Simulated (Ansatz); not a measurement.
## Ge under changes of volume

One of the cells (19.607 Å³/atom); the others are scaled copies at fixed shape and fractional positions:

```
Ge
1.0
     1.39715   -2.60052    0.00000
     1.39715    2.60052    0.00000
     0.00000    0.00000    2.69823
Ge
1
Direct
  0.50000 0.50000 0.00000
```

This isn't the form of Ge at room conditions, which is diamond.

| Item | Value |
| --- | --- |
| Program | Ansatz 0.2.0 |
| Functional | LDA |
| Potentials or basis | all-electron LAPW, scalar-relativistic |
| Cutoff | 247 eV (chosen from the basis error) |
| Basis error allowed | 0.001 eV/atom |
| k mesh | 11 × 11 × 10 |
| Occupations | fermi-dirac, width 0.05 eV |
| Spin | no spin polarisation |

```tsv
volume (Å³/atom)	energy over the lowest point (meV/atom)	pressure (GPa)
18.431	0.00	-1.7
18.823	6.07	-3.2
19.215	15.52	-4.5
19.607	27.95	-5.6
19.999	43.04	-6.6
20.391	?	?
20.783	79.92	-8.3
```

What does the run at 20.391 Å³/atom give?

Energy over the lowest point 60.46 meV/atom; pressure -7.5 GPa.

Worked out: A Birch-Murnaghan fit of order 3 (a polynomial in V^(-2/3)) to the other rows has its minimum at 18.02 Å³/atom, just outside them, with B0 = V·E''(V) = 82 GPa and B' = 4.7 at fixed shape and positions, which overstates the stiffness. It gives 60.45 meV/atom at 20.391 Å³/atom, against the run's 60.46, and -dE/dV = -7.6 GPa, against -7.5.

Energies are extrapolated to zero smearing.
